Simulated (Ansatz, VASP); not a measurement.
**One calculation of BaS, two programs**

Contents of POSCAR:

```
BaS
1.0
    3.8337582655      0.0000000000      0.0000000000
    0.0000000000      3.8337582655      0.0000000000
    0.0000000000      0.0000000000      3.8337582655
Ba S
1 1
Direct
    0.0000000000      0.0000000000      0.0000000000
    0.5000000000      0.5000000000      0.5000000000
```

Contents of INCAR.step1:

```
SYSTEM = BaS
PREC = Accurate ; ENCUT = 520
ISMEAR = 0 ; SIGMA = 0.2
LREAL = .FALSE. ; LASPH = .TRUE.
NELM = 100 ; NBANDS = 15
GGA = PE ; ALGO = Normal
EDIFF = 1E-4 ; LWAVE = .TRUE.
LCHARG = .FALSE.
```

INCAR.step2

```
SYSTEM = BaS
PREC = Accurate ; ENCUT = 520
EDIFF = 1E-6 ; ISMEAR = 0
SIGMA = 0.2 ; LREAL = .FALSE.
LASPH = .TRUE. ; NELM = 100
ALGO = Normal ; ISIF = 2
LWAVE = .FALSE. ; LCHARG = .FALSE.
METAGGA = R2SCAN ; LMIXTAU = .TRUE.
NBANDS = 15 ; ISTART = 1
```

The input KPOINTS:

```
Automatic mesh
0
G
  4 4 4
  0 0 0
```

Input for Ansatz:

```yaml
crystal:
  lattice:
    - [3.8337582655, 0.0, 0.0]
    - [0.0, 3.8337582655, 0.0]
    - [0.0, 0.0, 3.8337582655]
  atoms:
    - { symbol: Ba, position: [0.0, 0.0, 0.0] }
    - { symbol: S, position: [0.5, 0.5, 0.5] }
kpoints:
  mp_grid: { grid: [4, 4, 4] }
hamiltonian:
  xc: r2scan
scf:
  occupations: { method: gaussian, width: 0.2 }
  n_extra_bands: 4
output:
  forces: true
  stress: true
  eigenvalues: true
```

Alike in both runs: task single point; functional r2SCAN; k mesh 4 × 4 × 4; occupations gaussian, width 0.2 eV; no spin polarisation.

```csv
,VASP,Ansatz
version,VASP 6.6.1,Ansatz 0.2.0
potentials or method,"VASP PAW PBE potentials, release 64 (Ba_sv, S)",plane waves
plane-wave cutoff (eV),520,500
valence electrons in the cell,16,16
```

```csv
,VASP,Ansatz,Ansatz less VASP
gap on the k mesh at the Fermi level (eV),1.80,1.92,+0.120
pressure (GPa),1.0,0.1,-0.94
```

Caveats: the PAW data sets were made with another functional, which shifts forces and pressure a little (VASP); spin-orbit coupling is left out, which moves the levels of the heavy elements. r2SCAN opens gaps a little over a GGA but as a rule still falls short of measured ones. A k mesh can miss the band edges.
